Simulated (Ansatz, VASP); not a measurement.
## One calculation of CsBr, two programs

File INCAR:

```
SYSTEM = CsBr
ALGO = Normal
EDIFF = 1E-7
ENCUT = 520
GGA = PE
ISIF = 2
ISMEAR = 0
LASPH = .TRUE.
LCHARG = .TRUE.
LELF = .TRUE.
LREAL = .FALSE.
LVHAR = .TRUE.
LWAVE = .FALSE.
NBANDS = 15
NELM = 100
PREC = Accurate
SIGMA = 0.2
```

Contents of KPOINTS:

```
k-points
0
G
  4 4 4
  0 0 0
```

The input POSCAR:

```
CsBr
1.0
    4.3193779700      0.0000000000      0.0000000000
    0.0000000000      4.3193779700      0.0000000000
    0.0000000000      0.0000000000      4.3193779700
Cs Br
1 1
Direct
    0.0000000000      0.0000000000      0.0000000000
    0.5000000000      0.5000000000      0.5000000000
```

Input for Ansatz:

```yaml
crystal:
  lattice:
    - [4.31937797, 0.0, 0.0]
    - [0.0, 4.31937797, 0.0]
    - [0.0, 0.0, 4.31937797]
  atoms:
    - { symbol: Cs, position: [0.0, 0.0, 0.0] }
    - { symbol: Br, position: [0.5, 0.5, 0.5] }
kpoints:
  mp_grid: { grid: [4, 4, 4] }
hamiltonian:
  xc: pbe
scf:
  occupations: { method: gaussian, width: 0.2 }
  n_extra_bands: 4
output:
  forces: true
  stress: true
  eigenvalues: true
```

Alike in both runs: task single point; functional PBE; k mesh 4 × 4 × 4; occupations gaussian, width 0.2 eV; no spin polarisation.

```csv
,VASP,Ansatz
version,VASP 6.6.1,Ansatz 0.2.0
potentials or method,"VASP PAW PBE potentials, release 64 (Cs_sv, Br)",plane waves
plane-wave cutoff (eV),520,420
valence electrons in the cell,16,16
```

```tsv
	VASP	Ansatz	Ansatz less VASP
gap on the k mesh at the Fermi level (eV)	4.42	4.44	+0.013
pressure (GPa)	0.7	0.7	-0.04
```

With one functional, cell and mesh, what is left measures potentials, basis and numerics.

Caveats: spin-orbit coupling is left out, which moves the levels of the heavy elements. PBE gaps usually lie below the measured ones, often by a third to a half.
